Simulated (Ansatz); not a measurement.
MoS2:

```xyz
6
Lattice="3.1690 0.0000 0.0000 -1.5845 2.7444 0.0000 0.0000 0.0000 12.3240" Properties=species:S:1:pos:R:3 pbc="T T T"
Mo    1.5845    0.9148    9.2430
Mo    0.0000    1.8296    3.0810
S     1.5845    0.9148    4.6461
S     0.0000    1.8296   10.8081
S     1.5845    0.9148    1.5159
S     0.0000    1.8296    7.6779
```

Base run:

| Quantity | Value |
| --- | --- |
| Program | Ansatz 0.2.0 |
| Functional | LDA |
| Potentials or basis | Ansatz PAW |
| Cutoff | 420 eV (not typed: the program's choice for these potentials) |
| k mesh | 10 × 10 × 3 |
| Occupations | fermi-dirac, width 0.05 eV |
| Spin | no spin polarisation |
| Hubbard terms | Mo d U = 8 eV |

Its results: band gap on the k mesh 0.82 eV, indirect (least direct gap 1.01 eV); pressure -4.3 GPa; largest force 0.534 eV/Å.

Problem. The run is repeated on the same cell with these changes: hubbard terms from Mo d U = 8 eV to Mo d U = 2 eV. What comes out?

Solution. Band gap on the k mesh 0.89 eV, indirect (least direct gap 1.80 eV); pressure -5.7 GPa; largest force 0.488 eV/Å.

Caveats: odd divisions of the mesh miss points on the zone boundary, where band edges often lie, so the gap on the mesh can be too wide; the PAW data sets come from PBE, with cores solved anew for the run's functional, which leaves a small shift of forces and pressure; the density of states is complete only up to the lowest level of the last band computed.

A k mesh can miss the band edges.
